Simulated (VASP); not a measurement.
# Bi2Te3 (Tellurobismuthite) (R-3m) in VASP: a series of runs

Runs on Bi2Te3 (Tellurobismuthite). Level: PBE. Tasks: relaxation of cell and atoms, relaxation of shape and atoms at fixed volume.

All numbers are computed with VASP 6.6.1; they aren't measurements. Logs are shortened: lines on timing, memory, paths and dates and some standing lists are left out, and cuts for length are marked.

**1. The crystal as given**

The structure is trigonal, space group R-3m (No. 166). The conventional cell has a = 4.386 Å, b = 4.386 Å, c = 30.497 Å, α = 90.00°, β = 90.00°, γ = 120.00°. Around Bi (site symmetry 3m) lie 6 Te at 3.07 to 3.25 Å. Te (site symmetry -3m) is surrounded by 6 Bi at 3.25 Å. Around Te (site symmetry 3m) lie 3 Bi at 3.07 Å.

**2. Relaxation of cell and atoms, PBE**

The input, INCAR:

```
SYSTEM = Bi2Te3
  ALGO = Normal
  EDIFF = 1E-6
  EDIFFG = -0.01
  ENCUT = 300
  GGA = PE
  IBRION = 2
  ISIF = 3
  ISMEAR = 0
  LASPH = .TRUE.
  LCHARG = .FALSE.
  LREAL = .FALSE.
  LWAVE = .FALSE.
  NELM = 80
  NSW = 90
  PREC = Accurate
  SIGMA = 0.03
```

The input, KPOINTS:

```
k-points
0
G
  5 5 4
  0 0 0
```

The input, POSCAR:

```
Bi2Te3
1.0
    2.1930000000      1.2661291403     10.1656666667
   -2.1930000000      1.2661291403     10.1656666667
    0.0000000000     -2.5322582807     10.1656666667
Bi Te
2 3
Direct
    0.4000000000      0.4000000000      0.4000000000
    0.6000000000      0.6000000000      0.6000000000
    0.0000000000      0.0000000000      0.0000000000
    0.2095000000      0.2095000000      0.2095000000
    0.7905000000      0.7905000000      0.7905000000
```

Potentials or basis: VASP PAW PBE potentials, release 64 (Bi, Te).

The run is started by

```sh
$ cat potpaw_PBE.64/Bi/POTCAR potpaw_PBE.64/Te/POTCAR > POTCAR
$ mpirun -np 1 vasp_std > vasp.out
```

OUTCAR:

```text
SYSTEM = Bi2Te3
   EDIFF = 1E-6
   EDIFFG = -0.01
   ENCUT = 300
   GGA = PE
   IBRION = 2
   ISIF = 3
   ISMEAR = 0
   LASPH = .TRUE.
   LREAL = .FALSE.
   NELM = 80
   NSW = 90
   PREC = Accurate

 ion  position               nearest neighbor table
   1  0.400  0.400  0.400-   5 3.07   5 3.07   5 3.07   3 3.25   3 3.25   3 3.25
   2  0.600  0.600  0.600-   4 3.07   4 3.07   4 3.07   3 3.25   3 3.25   3 3.25
   3  0.000  0.000  0.000-   2 3.25   1 3.25   2 3.25   2 3.25   1 3.25   1 3.25
   4  0.209  0.209  0.209-   2 3.07   2 3.07   2 3.07   5 3.64   5 3.64   5 3.64
   5  0.791  0.791  0.791-   1 3.07   1 3.07   1 3.07   4 3.64   4 3.64   4 3.64

  LATTYP: Found a trigonal (rhomboedric) cell.
 ALAT       =    10.4763118882
 COS(alpha) =     0.9123624111

  Lattice vectors:

 A1 = (   2.1930000000,   1.2661291403,  10.1656666667)
 A2 = (  -2.1930000000,   1.2661291403,  10.1656666667)
 A3 = (   0.0000000000,  -2.5322582807,  10.1656666667)

Analysis of symmetry for initial positions (statically):
=====================================================================
 Subroutine PRICEL returns:
 Original cell was already a primitive cell.

 Routine SETGRP: Setting up the symmetry group for a
 trigonal (rhombohedral) supercell.

 Subroutine GETGRP returns: Found 12 space group operations
 (whereof 12 operations were pure point group operations)
 out of a pool of 12 trial point group operations.

The static configuration has the point symmetry D_3d.

Analysis of symmetry for dynamics (positions and initial velocities):
=====================================================================
 Subroutine PRICEL returns:
 Original cell was already a primitive cell.

 Routine SETGRP: Setting up the symmetry group for a
 trigonal (rhombohedral) supercell.

 Subroutine GETGRP returns: Found 12 space group operations
 (whereof 12 operations were pure point group operations)
 out of a pool of 12 trial point group operations.

The dynamic configuration has the point symmetry D_3d.

 Subroutine INISYM returns: Found 12 space group operations
 (whereof 12 operations are pure point group operations),
 and found     1 'primitive' translations

----------------------------------------------------------------------------------------

                                     Primitive cell

  volume of cell :     169.3572

  direct lattice vectors                    reciprocal lattice vectors
     2.193000000  1.266129140 10.165666667     0.227998176  0.131634808  0.032790111
    -2.193000000  1.266129140 10.165666667    -0.227998176  0.131634808  0.032790111
     0.000000000 -2.532258281 10.165666667     0.000000000 -0.263269617  0.032790111

  length of vectors
    10.476311888 10.476311888 10.476311888     0.265303755  0.265303755  0.265303755

  position of ions in fractional coordinates (direct lattice)
     0.400000000  0.400000000  0.400000000
[... 131 lines left out ...]
   GGA     = PE    functional components
   LHFCALC =     F    Hartree Fock is set to
   AEXX    =    0.0000 exact exchange contribution
   IVDW    =     0    specifies the selected vdW correction
   LEPSILON=     F    determine dielectric tensor
   LRPA    =     F    only Hartree local field effects (RPA)
 conjugate gradient relaxation of ions
 non-spin polarized calculation
 Gauss-broadening in eV      SIGMA  =   0.03
  energy-cutoff  :      300.00
  volume of cell :      169.36
 maximum number of plane-waves:      2010
   NGX = 29   NGY = 29   NGZ = 29

--------------------------------------- Ionic step        1  -------------------------------------------

 number of electron      28.0000001 magnetization

 Free energy of the ion-electron system (eV)
  ---------------------------------------------------
  ext. energy  EPLUGINS =         0.00000000
  ---------------------------------------------------
  free energy    TOTEN  =       -18.30518893 eV

  energy without entropy =      -18.30518893  energy(sigma->0) =      -18.30518893

------------------------ aborting loop because EDIFF is reached ----------------------------------------

  FORCE on cell =-STRESS in cart. coord.  units (eV):
  Direction    XX          YY          ZZ          XY          YZ          ZX
  --------------------------------------------------------------------------------------
  -------------------------------------------------------------------------------------
  Total        2.0937853      2.0937853      1.9337476      0.0000000     -0.0000000      0.0000000
  in kB       19.8079249     19.8079249     18.2939132      0.0000000     -0.0000000      0.0000000
  external PRESSURE =      19.3032543 kB  Pullay stress =       0.0000000 kB
[... 98 lines left out ...]
  FREE ENERGIE OF THE ION-ELECTRON SYSTEM (eV)
  ---------------------------------------------------
  free  energy   TOTEN  =       -18.3435618658 eV

  energy  without entropy=      -18.3435618658  energy(sigma->0) =      -18.34356187

 E-fermi :   5.2390     XC(G=0):  -9.0374

 val. band max:        5.1151300070   @ k =   0.0000   0.0000   0.0000
 cond. band min:       5.3849867459   @ k =   0.0000   0.0000   0.0000
 fundamental gap:      0.2698567389
 Fermi energy:         5.2390342407

 k-point     1 :       0.0000    0.0000    0.0000
  band No.  band energies     occupation
      1      -7.8554      2.00000
      2      -7.2502      2.00000
      3      -5.9109      2.00000
      4      -3.6900      2.00000
      5      -3.2397      2.00000
      6       2.9993      2.00000
[... 493 lines left out ...]
     17       7.5021      0.00000
     18       7.7951      0.00000

 [... further k-points ...]

[... ionic steps 4 to 26 ...]

--------------------------------------- Ionic step       27  -------------------------------------------

 number of electron      27.9999994 magnetization

------------------------ aborting loop because EDIFF is reached ----------------------------------------
[... 73 lines left out ...]
--------------------------------------- Ionic step       29  -------------------------------------------

 number of electron      27.9999993 magnetization

 Free energy of the ion-electron system (eV)
  ---------------------------------------------------
  ext. energy  EPLUGINS =         0.00000000
  ---------------------------------------------------
  free energy    TOTEN  =       -18.38043472 eV

  energy without entropy =      -18.38043472  energy(sigma->0) =      -18.38043472

 E-fermi :   4.6383     XC(G=0):  -8.8333

 val. band max:        4.5069388009   @ k =   0.0000   0.0000   0.0000
 cond. band min:       5.1011904605   @ k =   0.0000   0.0000   0.0000
 fundamental gap:      0.5942516596
 Fermi energy:         4.6382563332

 k-point     1 :       0.0000    0.0000    0.0000
  band No.  band energies     occupation
      1      -8.2312      2.00000
      2      -7.6952      2.00000
      3      -6.1832      2.00000
      4      -4.1934      2.00000
      5      -3.4458      2.00000
      6       2.7928      2.00000
[... 527 lines left out ...]
  FREE ENERGIE OF THE ION-ELECTRON SYSTEM (eV)
  ---------------------------------------------------
  free  energy   TOTEN  =       -18.3804347177 eV

  energy  without entropy=      -18.3804347177  energy(sigma->0) =      -18.38043472

 reached required accuracy - stopping structural energy minimisation
```

CONTCAR:

```text
Bi2Te3
   1.00000000000000
     2.2188702133569786    1.2810653149431592   10.8057118304174118
    -2.2188702133569786    1.2810653149431592   10.8057118304174118
     0.0000000000000000   -2.5621306299938249   10.8057118304182129
  Bi              Te
     2     3
Direct
     0.3967468431195835    0.3967468431195835    0.3967468431195833
     0.6032531568804167    0.6032531568804167    0.6032531568804169
     0.0000000000000000    0.0000000000000000    0.0000000000000000
     0.2166990392881096    0.2166990392881096    0.2166990392881091
     0.7833009607118904    0.7833009607118904    0.7833009607118908

  0.00000000E+00  0.00000000E+00  0.00000000E+00
  0.00000000E+00  0.00000000E+00  0.00000000E+00
  0.00000000E+00  0.00000000E+00  0.00000000E+00
  0.00000000E+00  0.00000000E+00  0.00000000E+00
  0.00000000E+00  0.00000000E+00  0.00000000E+00
```

Wall time 40 min (1 thread of Intel Xeon Platinum 8259CL at 2.50GHz (Skylake/Cascade Lake), shared host); peak memory 0.55 GiB.

What came out:

| Item | Value |
| --- | --- |
| Free energy | -18.3804 eV |
| Relaxed volume | 36.86 Å³/atom |
| Relaxed cell | a = 11.105 Å, b = 11.105 Å, c = 11.105 Å, α = 23.05°, β = 23.05°, γ = 23.05° |
| Space group after relaxing (to 0.05 Å) | R-3m (No. 166) |
| Energy gained by relaxing | 15.0 meV/atom |
| Ionic steps | 29 |
| Pressure after relaxing | 0.0 GPa |
| Largest force after relaxing | 0.007 eV/Å |
| Band gap on the k mesh | 0.59 eV, direct |

Forces on the atoms (eV/Å):
```
Bi   0.000  0.000 -0.007
Bi   0.000  0.000  0.007
Te   0.000  0.000  0.000
Te   0.000  0.000  0.004
Te   0.000  0.000 -0.004
```

Step by step:
```tsv
step	energy change (eV)	largest force (eV/Å)	pressure (GPa)	volume (Å³)
1	0.0000	0.0464	1.93	169.36
2	-0.0281	0.3724	-0.92	179.56
3	-0.0384	0.2652	-0.02	175.95
4	-0.0446	0.1951	-0.01	176.47
5	-0.0493	0.1361	0.03	177.46
6	-0.0524	0.1190	-0.02	177.88
7	-0.0598	0.0678	-0.14	179.15
8	-0.0677	0.0826	-0.33	181.69
9	-0.0702	0.0370	-0.06	181.01
10	-0.0709	0.0029	0.14	180.52
11	-0.0716	0.0042	0.14	180.70
12	-0.0732	0.0077	0.15	181.23
13	-0.0729	0.0211	0.18	182.26
14	-0.0736	0.0126	0.16	181.69
15	-0.0739	0.0562	-0.14	183.16
16	-0.0741	0.0386	-0.03	182.60
17	-0.0744	0.0249	-0.02	182.76
18	-0.0746	0.0234	-0.02	183.02
19	-0.0747	0.0159	0.02	182.91
20	-0.0747	0.0079	0.06	182.80
21	-0.0748	0.0044	0.04	182.88
22	-0.0748	0.0207	0.00	183.11
23	-0.0749	0.0207	-0.01	183.18
24	-0.0750	0.0210	-0.01	183.39
25	-0.0752	0.0207	-0.03	183.81
26	-0.0752	0.0212	-0.03	183.99
27	-0.0752	0.0215	-0.05	184.35
28	-0.0752	0.0081	0.00	184.31
29	-0.0752	0.0074	0.02	184.29
```

Final structure:
```
CELL_PARAMETERS angstrom
2.21887 1.28107 10.80571
-2.21887 1.28107 10.80571
0.00000 -2.56213 10.80571
ATOMIC_POSITIONS crystal
Bi 0.39675 0.39675 0.39675
Bi 0.60325 0.60325 0.60325
Te 0.00000 0.00000 0.00000
Te 0.21670 0.21670 0.21670
Te 0.78330 0.78330 0.78330
```

Levels at points of the mesh, in eV from the valence-band top:
```
           k point  band 12  band 13  band 14  band 15  band 16  band 17
(0.00, 0.00, 0.00)    -0.54    -0.54     0.00     0.59     1.18     1.18
(0.00, 0.00, 0.50)    -1.59    -0.66    -0.46     0.99     1.73     2.67
```

Caveat: spin-orbit coupling is left out, which as a rule narrows the gap of such compounds by several tenths of an eV; an odd mesh through Γ misses points on the zone boundary, where band edges often lie. Zero-point motion and thermal expansion aren't in these numbers.

(Continued in part 2 of 2.)
